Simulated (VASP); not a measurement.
Consider the following.

```
CoPt
1.0
    2.69296     0.00000     0.00000
    0.00000     2.69296     0.00000
    0.00000     0.00000     3.71525
Co Pt
1 1
Direct
  0.00000   0.00000   0.00000
  0.50000   0.50000   0.50000
```
Starting moments (μB, in the order of the record's atoms Co Pt): 1.9 0.4.

These are PBE GGA, VASP's PBE PAW potentials (set 64) (plane waves; VASP 6.6.1) values and carry that method's errors. Numerical set-up: 400 eV cut-off, Gaussian smearing of 0.050 eV, potentials Co Pt.

### Question
Give the spin-up energies of bands 1 to 13 at the high-symmetry points, in eV from the Fermi level.

### Answer

```
band      Γ      X      M      Z      R      A
----  -----  -----  -----  -----  -----  -----
1     -9.65  -6.22  -6.91  -7.83  -6.60  -6.21
2     -6.26  -4.91  -5.67  -5.87  -6.47  -4.93
3     -6.25  -4.50  -5.67  -5.68  -3.63  -4.93
4     -3.36  -4.20  -5.53  -3.50  -3.61  -3.87
5     -3.36  -3.32  -1.19  -2.80  -3.32  -3.36
6     -2.92  -3.04  -1.05  -2.26  -2.75  -3.36
7     -1.99  -2.69  -0.57  -2.26  -1.15  -1.91
8     -1.65  -2.36  -0.57  -2.26  -0.91  -1.72
9     -0.47  -2.11  -0.49  -2.13  -0.52  -1.19
10    -0.44  -1.59   0.69  -2.13  -0.51   0.70
11    -0.44   0.12   1.76  -1.74  -0.40   6.95
12     2.25   2.24   1.76  -0.76  -0.39   6.95
13     9.71  10.37   7.93  15.83   4.87   7.58
```

### Question
Give the spin-down energies of bands 1 to 13 at the high-symmetry points, in eV from the Fermi level.

### Answer

```
band      Γ      X      M      Z      R      A
----  -----  -----  -----  -----  -----  -----
1     -9.62  -6.10  -6.66  -7.79  -6.32  -6.05
2     -5.92  -4.68  -5.04  -5.61  -6.08  -4.72
3     -5.92  -4.32  -5.04  -5.53  -2.95  -4.72
4     -2.41  -3.69  -4.85  -2.58  -2.92  -2.46
5     -2.41  -2.44   0.59  -1.94  -2.35  -1.71
6     -1.39  -1.60   0.71  -1.83  -1.19  -1.71
7     -0.79  -1.58   0.80  -1.83  -0.54  -1.45
8     -0.26  -1.28   1.07  -0.77  -0.39  -0.27
9      0.69  -0.43   1.13  -0.47   0.62   0.80
10     1.08   0.01   1.13  -0.19   0.68   1.08
11     1.08   1.63   1.78  -0.19   0.81   7.43
12     2.29   2.54   1.78   0.33   0.82   7.43
13    10.17  10.76   8.42  15.96   5.55   8.15
```

It has no gap at this level: it comes out as a metal or semimetal.

The compound is CoPt in the L1_0 structure. It was relaxed first.
